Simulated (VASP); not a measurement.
# CdF3 (P4mm) in VASP: reference runs

Reference runs on CdF3: the cell as given.

Everything below comes from runs of VASP 6.6.1. Logs are shortened: lines on timing, memory, paths and dates and some standing lists are left out, and cuts for length are marked.

## Step 1: The structure

Symmetry: P4mm, No. 99, tetragonal system. Conventional cell: a = 3.692 Å, b = 3.692 Å, c = 4.523 Å, α = 90.00°, β = 90.00°, γ = 90.00°. Cd (site symmetry 4mm) has 1 F at 1.67 Å as nearest neighbours. Around F (site symmetry 2mm) lie 2 F at 1.94 Å. Around F (site symmetry 4mm) lie 1 Cd at 1.67 Å.

The cell was built by a generator and needn't be a form met in nature.

## Step 2: Single point, PBE

The input, INCAR:

```
ALGO     = Normal         # electronic algorithm
EDIFF    = 1E-7           # SCF threshold, eV
ENCUT    = 520            # plane-wave cutoff, eV
GGA      = PE             # functional
ISIF     = 2              # what is computed and relaxed
ISMEAR   = -1             # smearing method
LASPH    = T              # aspherical terms in the spheres
LCHARG   = F              # write CHGCAR
LREAL    = F              # projectors in reciprocal space
LWAVE    = F              # write WAVECAR
NBANDS   = 24             # bands
NELM     = 100            # most SCF steps
PREC     = Accurate       # precision mode
SIGMA    = 0.05           # smearing width, eV
```

The input, KPOINTS:

```
k-points
0
Gamma
  7 7 6
```

The input, POSCAR:

```
CdF3
1.0
    3.6922028700      0.0000000000      0.0000000000
    0.0000000000      3.6922028700      0.0000000000
    0.0000000000      0.0000000000      4.5231483200
Cd F
1 3
Direct
    0.0000000000      0.0000000000      0.4705050700
    0.0000000000      0.5000000000      0.9684560600
    0.5000000000      0.0000000000      0.9684560600
    0.0000000000      0.0000000000      0.1010223700
```

Potentials or basis: VASP PAW PBE potentials, release 64 (Cd, F).

Started as:

```console
$ cat potpaw_PBE.64/Cd/POTCAR potpaw_PBE.64/F/POTCAR > POTCAR
$ mpirun -np 1 vasp_std > vasp.out
```

OUTCAR:

```text
EDIFF = 1E-7
   ENCUT = 520
   GGA = PE
   ISIF = 2
   ISMEAR = -1
   LASPH = T
   LREAL = F
   NELM = 100
   PREC = Accurate

 ion  position               nearest neighbor table
   1  0.000  0.000  0.471-   4 1.67
   2  0.000  0.500  0.968-
   3  0.500  0.000  0.968-
   4  0.000  0.000  0.101-   1 1.67

  LATTYP: Found a simple tetragonal cell.
 ALAT       =     3.6922028700
 C/A-ratio  =     1.2250541152

  Lattice vectors:

 A1 = (   3.6922028700,   0.0000000000,   0.0000000000)
 A2 = (   0.0000000000,   3.6922028700,   0.0000000000)
 A3 = (   0.0000000000,   0.0000000000,   4.5231483200)

Analysis of symmetry for initial positions (statically):
=====================================================================
 Subroutine PRICEL returns:
 Original cell was already a primitive cell.

 Routine SETGRP: Setting up the symmetry group for a
 simple tetragonal supercell.

 Subroutine GETGRP returns: Found  8 space group operations
 (whereof  8 operations were pure point group operations)
 out of a pool of 16 trial point group operations.

The static configuration has the point symmetry C_4v.

Analysis of symmetry for dynamics (positions and initial velocities):
=====================================================================
 Subroutine PRICEL returns:
 Original cell was already a primitive cell.

 Routine SETGRP: Setting up the symmetry group for a
 simple tetragonal supercell.

 Subroutine GETGRP returns: Found  8 space group operations
 (whereof  8 operations were pure point group operations)
 out of a pool of 16 trial point group operations.

The dynamic configuration has the point symmetry C_4v.

 Subroutine INISYM returns: Found  8 space group operations
 (whereof  8 operations are pure point group operations),
 and found     1 'primitive' translations

----------------------------------------------------------------------------------------

                                     Primitive cell

  volume of cell :      61.6612

  direct lattice vectors                    reciprocal lattice vectors
     3.692202870  0.000000000  0.000000000     0.270841022  0.000000000  0.000000000
     0.000000000  3.692202870  0.000000000     0.000000000  0.270841022  0.000000000
     0.000000000  0.000000000  4.523148320     0.000000000  0.000000000  0.221084946

  length of vectors
     3.692202870  3.692202870  4.523148320     0.270841022  0.270841022  0.221084946

  position of ions in fractional coordinates (direct lattice)
     0.000000000  0.000000000  0.470505070
     0.000000000  0.500000000  0.968456060
     0.500000000  0.000000000  0.968456060
     0.000000000  0.000000000  0.101022370

  ion indices of the primitive-cell ions
   primitive index   ion index
                 1           1
                 2           2
                 3           3
                 4           4

----------------------------------------------------------------------------------------

 KPOINTS: k-points

Automatic generation of k-mesh.
 Grid dimensions read from file:
 generate k-points for:    7    7    6

 Generating k-lattice:

  Cartesian coordinates                     Fractional coordinates (reciprocal lattice)
     0.038691575  0.000000000  0.000000000     0.142857143  0.000000000  0.000000000
     0.000000000  0.038691575  0.000000000     0.000000000  0.142857143  0.000000000
     0.000000000  0.000000000  0.036847491     0.000000000  0.000000000  0.166666667

  Length of vectors
     0.038691575  0.038691575  0.036847491

  Shift w.r.t. Gamma in fractional coordinates (k-lattice)
     0.000000000  0.000000000  0.000000000

 Subroutine IBZKPT returns following result:
 ===========================================

 Found     40 irreducible k-points:

 Following reciprocal coordinates:
            Coordinates               Weight
  0.000000  0.000000  0.000000      1.000000
  0.142857  0.000000  0.000000      4.000000
  0.285714  0.000000  0.000000      4.000000
  0.428571  0.000000  0.000000      4.000000
  0.142857  0.142857  0.000000      4.000000
  0.285714  0.142857  0.000000      8.000000
[... 16 lines left out ...]
  0.285714  0.000000  0.333333      8.000000
  0.428571  0.000000  0.333333      8.000000
 [... further k-points ...]
   k-points           NKPTS =     40   k-points in BZ     NKDIM =     40   number of bands    NBANDS=     24
   number of dos      NEDOS =    301   number of ions     NIONS =      4
   total plane-waves  NPLWV =  28224
   dimension x,y,z NGX =    28 NGY =   28 NGZ =   36
   dimension x,y,z NGXF=    56 NGYF=   56 NGZF=   72
   ions per type =               1   3
   NGX,Y,Z   is equivalent  to a cutoff of  12.61, 12.61, 13.23 a.u.
   NGXF,Y,Z  is equivalent  to a cutoff of  25.21, 25.21, 26.46 a.u.
 SYSTEM =  unknown system
   PREC   = accura    normal or accurate (medium, high low for compatibility)
   ISTART =      0    job   : 0-new  1-cont  2-samecut
   ICHARG =      2    charge: 1-file 2-atom 10-const
   ISPIN  =      1    spin polarized calculation?
   LNONCOLLINEAR =      F non collinear calculations
   LSORBIT =      F    spin-orbit coupling
   LASPH  =      T    aspherical Exc in radial PAW
   ENCUT  =  520.0 eV  38.22 Ry    6.18 a.u.   6.87  6.87  8.41*2*pi/ulx,y,z
   NELM   =    100;   NELMIN=  2; NELMDL= -5     # of ELM steps
   EDIFF  = 0.1E-06   stopping-criterion for ELM
   LREAL  =      F    real-space projection
   EDIFFG = 0.1E-05   stopping-criterion for IOM
   NSW    =      0    number of steps for IOM
   IBRION =     -1    ionic relax: 0-MD 1-quasi-New 2-CG
   NFREE  =      0    steps in history (QN), initial steepest desc. (CG)
   ISIF   =      2    stress and relaxation
   ISYM   =      2    0-nonsym 1-usesym 2-fastsym
   POTIM  = 0.5000    time-step for ionic-motion
   TEBEG  =    0.0;   TEEND  =   0.0 temperature during run
   PSTRESS=    0.0 pullay stress
   NELECT =      33.0000    total number of electrons
   NUPDOWN=      -1.0000    fix difference up-down
   EMIN   =  10.00;   EMAX   =-10.00  energy-range for DOS
   EFERMI =   0.00;   METHOD = LEGACY
   ISMEAR =    -1;   SIGMA  =   0.05  broadening in eV -4-tet -1-fermi 0-gaus
   EFERMI_NEDOS =   21; number of points for ismear=-14 and -15
   IALGO  =     38    algorithm
   IMIX   =      4    mixing-type and parameters
     AMIX     =   0.40;   BMIX     =  1.00
     AMIX_MAG =   1.60;   BMIX_MAG =  1.00
  volume/ion in A,a.u.               =      15.42       104.03
  Fermi-wavevector in a.u.,A,eV,Ry     =   1.329155  2.511738 24.036759  1.766652
  Thomas-Fermi vector in A             =   2.458338
   LORBIT       =      0    0 simple, 1 ext, 2 COOP (PROOUT), +10 PAW based schemes
   GGA     = PE    functional components
   LHFCALC =     F    Hartree Fock is set to
   AEXX    =    0.0000 exact exchange contribution
   IVDW    =     0    specifies the selected vdW correction
   LEPSILON=     F    determine dielectric tensor
   LRPA    =     F    only Hartree local field effects (RPA)
 non-spin polarized calculation
  energy-cutoff  :      520.00
  volume of cell :       61.66
 maximum number of plane-waves:      1676
 NGX is ok and might be reduce to    28
   NGX = 13   NGY = 13   NGZ = 17

 number of electron      32.9999983 magnetization

 Free energy of the ion-electron system (eV)
  ---------------------------------------------------
  ext. energy  EPLUGINS =         0.00000000
  ---------------------------------------------------
  free energy    TOTEN  =        -5.10809779 eV

  energy without entropy =       -5.07512605  energy(sigma->0) =       -5.09161192

 E-fermi :  -0.5807     XC(G=0):  -9.0808

 val. band max:       -0.5841367188   @ k =   0.4286   0.1429   0.1667
 cond. band min:      -0.5790166612   @ k =   0.4286   0.1429   0.0000
 fundamental gap:      0.0051200576
 Fermi energy:        -0.5807393816

 k-point     1 :       0.0000    0.0000    0.0000
  band No.  band energies     occupation
      1     -25.5350      2.00000
      2     -21.0258      2.00000
      3     -20.9864      2.00000
      4      -9.8318      2.00000
      5      -9.5067      2.00000
      6      -9.5067      2.00000
[... 16 lines left out ...]
     23      11.3697      0.00000
     24      14.0449      0.00000

 k-point     2 :       0.1429    0.0000    0.0000
  band No.  band energies     occupation
      1     -25.4964      2.00000
      2     -21.0907      2.00000
      3     -21.0011      2.00000
      4      -9.8606      2.00000
      5      -9.5100      2.00000
      6      -9.5029      2.00000
[... 16 lines left out ...]
     23      12.9397      0.00000
     24      14.5224      0.00000

 k-point     3 :       0.2857    0.0000    0.0000
  band No.  band energies     occupation
      1     -25.4053      2.00000
      2     -21.2753      2.00000
      3     -20.9979      2.00000
      4      -9.9048      2.00000
      5      -9.5347      2.00000
      6      -9.4944      2.00000
[... 16 lines left out ...]
     23      13.4655      0.00000
     24      14.6686      0.00000

 k-point     4 :       0.4286    0.0000    0.0000
  band No.  band energies     occupation
      1     -25.3272      2.00000
      2     -21.4287      2.00000
      3     -20.9936      2.00000
      4      -9.9259      2.00000
      5      -9.5657      2.00000
      6      -9.4876      2.00000
[... 16 lines left out ...]
     23      12.5215      0.00000
     24      14.4215      0.00000

 k-point     5 :       0.1429    0.1429    0.0000
  band No.  band energies     occupation
      1     -25.4578      2.00000
      2     -21.0959      2.00000
      3     -21.0747      2.00000
      4      -9.8907      2.00000
      5      -9.5065      2.00000
      6      -9.5063      2.00000
[... 16 lines left out ...]
     23      13.8384      0.00000
     24      14.4850      0.00000

 k-point     6 :       0.2857    0.1429    0.0000
  band No.  band energies     occupation
      1     -25.3665      2.00000
      2     -21.2719      2.00000
      3     -21.0790      2.00000
      4      -9.9378      2.00000
      5      -9.5312      2.00000
      6      -9.4982      2.00000
[... 16 lines left out ...]
     23      13.4876      0.00000
     24      14.8295      0.00000
[... 379 lines left out ...]
 k-point    21 :       0.0000    0.0000    0.3333
  band No.  band energies     occupation
      1     -25.4926      2.00000
      2     -21.0519      2.00000
      3     -20.9842      2.00000
      4     -10.1778      2.00000
      5      -9.6511      2.00000
      6      -9.6511      2.00000
[... 16 lines left out ...]
     23      11.9869      0.00000
     24      14.9575      0.00000

 k-point    22 :       0.1429    0.0000    0.3333
  band No.  band energies     occupation
      1     -25.4546      2.00000
      2     -21.1067      2.00000
      3     -21.0072      2.00000
      4     -10.2270      2.00000
      5      -9.6449      2.00000
      6      -9.6000      2.00000
[... 16 lines left out ...]
     23      13.3029      0.00000
     24      14.9253      0.00000

 k-point    23 :       0.2857    0.0000    0.3333
  band No.  band energies     occupation
      1     -25.3649      2.00000
      2     -21.2819      2.00000
      3     -21.0098      2.00000
      4     -10.3004      2.00000
      5      -9.6311      2.00000
      6      -9.5271      2.00000
[... 16 lines left out ...]
     23      13.1479      0.00000
     24      15.6773      0.00000

 k-point    24 :       0.4286    0.0000    0.3333
  band No.  band energies     occupation
      1     -25.2879      2.00000
      2     -21.4313      2.00000
      3     -21.0064      2.00000
      4     -10.3382      2.00000
      5      -9.6200      2.00000
      6      -9.4936      2.00000
[... 16 lines left out ...]
     23      13.0781      0.00000
     24      14.2923      0.00000

 [... further k-points ...]

------------------------ aborting loop because EDIFF is reached ----------------------------------------

  FORCE on cell =-STRESS in cart. coord.  units (eV):
  Direction    XX          YY          ZZ          XY          YZ          ZX
  --------------------------------------------------------------------------------------
  -------------------------------------------------------------------------------------
  Total        8.7302996      8.7302996     17.2650357      0.0000000      0.0000000      0.0000000
  in kB      226.8442587    226.8442587    448.6070789      0.0000000      0.0000000      0.0000000
  external PRESSURE =     300.7651987 kB  Pullay stress =       0.0000000 kB

 VOLUME and BASIS-vectors are now :
 -----------------------------------------------------------------------------
  energy-cutoff  :      520.00
  volume of cell :       61.66
      direct lattice vectors                 reciprocal lattice vectors
     3.692202870  0.000000000  0.000000000     0.270841022  0.000000000  0.000000000
     0.000000000  3.692202870  0.000000000     0.000000000  0.270841022  0.000000000
     0.000000000  0.000000000  4.523148320     0.000000000  0.000000000  0.221084946

 POSITION                                       TOTAL-FORCE (eV/Angst)
 -----------------------------------------------------------------------------------
      0.00000      0.00000      2.12816        -0.000000      0.000000     15.318481
      0.00000      1.84610      4.38047         0.000000     -0.000000     -1.843887
      1.84610      0.00000      4.38047         0.000000      0.000000     -1.843887
      0.00000      0.00000      0.45694         0.000000      0.000000    -11.630707
 -----------------------------------------------------------------------------------
    total drift:                               -0.000000      0.000000     -0.000665

  FREE ENERGIE OF THE ION-ELECTRON SYSTEM (eV)
  ---------------------------------------------------
  free  energy   TOTEN  =        -5.1080977914 eV

  energy  without entropy=       -5.0751260511  energy(sigma->0) =       -5.09161192
```

Wall time 37 s (1 thread of Intel Xeon Platinum 8488C (Sapphire Rapids), shared host); peak memory 0.19 GiB.

Results:

```yaml
Free_energy: -5.1081 eV
Pressure: 30.1 GPa
Largest_force: 15.318 eV/Å
Band_gap_on_the_k_mesh: none (metal or under the smearing width)
```

Forces in eV/Å, atoms in the order of the input:
```
Cd    0.000   0.000  15.318
F     0.000   0.000  -1.844
F     0.000   0.000  -1.844
F     0.000   0.000 -11.631
```

Caveat: a pressure of tens of GPa on the cell as given is suspect, and the run, the potentials or the cell itself is likely at fault; an odd number of electrons without spin polarisation forces a metal; a magnetic or distorted state may lie lower.
